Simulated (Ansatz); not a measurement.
Runs of Ansatz 0.2.0 on SiO2. Symmetry: Fddd, No. 70, orthorhombic system. The conventional cell has a = 4.719 Å, b = 9.433 Å, c = 14.726 Å, α = 90.00°, β = 90.00°, γ = 90.00°. Si (site symmetry 2) has 4 O at 1.60 to 1.62 Å as nearest neighbours. O (site symmetry 2) has 2 Si at 1.62 Å as nearest neighbours. O (site symmetry -1) has 2 Si at 1.60 Å as nearest neighbours. The cell comes from a database or a generator and needn't be the stable form of this composition.

```tsv
task	level	cell	k mesh	cutoff (eV)	smearing	level	run kind	points for each segment of the path	gap on the mesh (eV)	pressure (GPa)	relaxed volume (Å³/atom)	largest force (eV/Å)
relaxation of cell and atoms	r2SCAN	relaxed	7 × 7 × 7	500	fermi-dirac 0.05 eV	-	-	-	6.40	0.0	13.65	0.01
relaxation of cell and atoms	PBEsol+D4	relaxed	7 × 7 × 7	420	fermi-dirac 0.05 eV	-	-	-	5.66	0.0	13.71	-
relaxation of cell and atoms	PBEsol+D3(BJ)+ATM	relaxed	7 × 7 × 7	420	fermi-dirac 0.05 eV	-	-	-	5.67	0.0	13.68	-
band structure	PBE0	as given	4 × 4 × 4	420	fixed	pbe0	scf	-	8.35	-	-	0.06
projected density of states	PBEsol	as given	7 × 7 × 7	420	fermi-dirac 0.05 eV	-	-	-	(a)	2.4	-	0.22
band structure	LDA	as given	6 × 6 × 6	420	fixed	lda	scf	-	5.53	-1.7	-	0.07
relaxation of cell and atoms	PBEsol	relaxed	7 × 7 × 7	420	fermi-dirac 0.05 eV	-	-	-	5.62	0.0	13.81	0.01
relaxation of cell and atoms	r2SCAN+D3(BJ)	relaxed	7 × 7 × 7	500	fermi-dirac 0.05 eV	-	-	-	(c)	0.0	13.57	-
relaxation of cell and atoms	BLYP+D3(BJ)	relaxed	7 × 7 × 7	420	fermi-dirac 0.05 eV	-	-	-	(b)	0.0	13.77	-
band structure	HSE06	as given	4 × 4 × 4	420	fixed	hse06	scf	-	7.58	-	-	0.06
band structure	LDA	as given	7 × 7 × 7	420	fermi-dirac 0.05 eV	-	-	10	5.53	-1.7	-	0.07
relaxation of cell and atoms	LDA	relaxed	7 × 7 × 7	420	fermi-dirac 0.05 eV	-	-	-	5.60	0.0	13.50	-
```

Alike in all rows: potentials or basis Ansatz PAW; no spin polarisation.

Q: Estimate the missing entries.

A: (a) 5.69; (b) 5.74; (c) 6.43.

Caveats: the PAW data sets come from PBE, with cores solved anew for the run's functional, which leaves a small shift of forces and pressure; odd divisions of the mesh miss points on the zone boundary, where band edges often lie, so the gap on the mesh can be too wide (some runs); the plane-wave basis is chosen anew once the cell has moved, so the energies of steps on either side of that aren't comparable (some runs); the density of states is complete only up to the lowest level of the last band computed (some runs); the potentials were made for another functional, which shifts forces and pressure (some runs).

A k mesh can miss the band edges.

Not every run made on this cell is shown here.
